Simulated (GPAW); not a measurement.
Runs of GPAW 26.7.0 on Y. It takes space group Fm-3m (No. 225, cubic). Conventional cell: a = 5.104 Å, b = 5.104 Å, c = 5.104 Å, α = 90.00°, β = 90.00°, γ = 90.00°. Around Y (site symmetry m-3m) lie 12 Y at 3.61 Å. This isn't the form of Y at room conditions, which is hcp.

```tsv
task	level	smearing	k mesh for the DOS	dos width	gap on the mesh (eV)	pressure (GPa)
single point	RPBE	gaussian 0.05 eV	-	-	none	0.7
single point	RPBE	gaussian 0.02 eV	-	-	none	0.7
density of states	LDA	gaussian 0.1 eV	13 × 13 × 13	0.05 eV	none	(a)
single point	RPBE	gaussian 0.1 eV	-	-	none	0.6
```

Alike in all rows: potentials or basis the program's PAW data sets (release 1.2.1) made for this functional, pw; no spin polarisation; cell as given; k mesh 9 × 9 × 9; cutoff (eV) 600.

Q: Estimate the missing entries.

A: (a) -4.5.

A k mesh can miss the band edges, and the runs leave out spin-orbit coupling on Y.

A gap of «none» marks a metal or a gap under the smearing width.

Runs at the PBE level aren't shown here.
